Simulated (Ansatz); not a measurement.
BeO (wurtzite), relaxed and computed with several functionals in Ansatz (plane waves, PAW).

| functional | a (Å) | c (Å) | V (Å³/atom) | gap (eV) | B₀ by P(V) fit (GPa) |
|---|---|---|---|---|---|
| r²SCAN | 2.691 | 4.370 | 6.85 | 8.55 | 225 |
| HSE06 | 2.686 | 4.360 | 6.81 | 9.64 | 228 |
| PBE | 2.712 | 4.404 | 7.01 | 7.45 | 209 |
| LDA | 2.665 | 4.329 | 6.66 | 7.94 | 232 |
| PBEsol | 2.693 | 4.373 | 6.87 | 7.51 | 218 |

All cells were relaxed under the symmetry of their starts (and spin orders); stability against distortions was not tested throughout.

Potentials: the later of the program's two PAW sets.

Ansatz (a quantum-chemistry and plane-wave program) is a plane-wave DFT program.
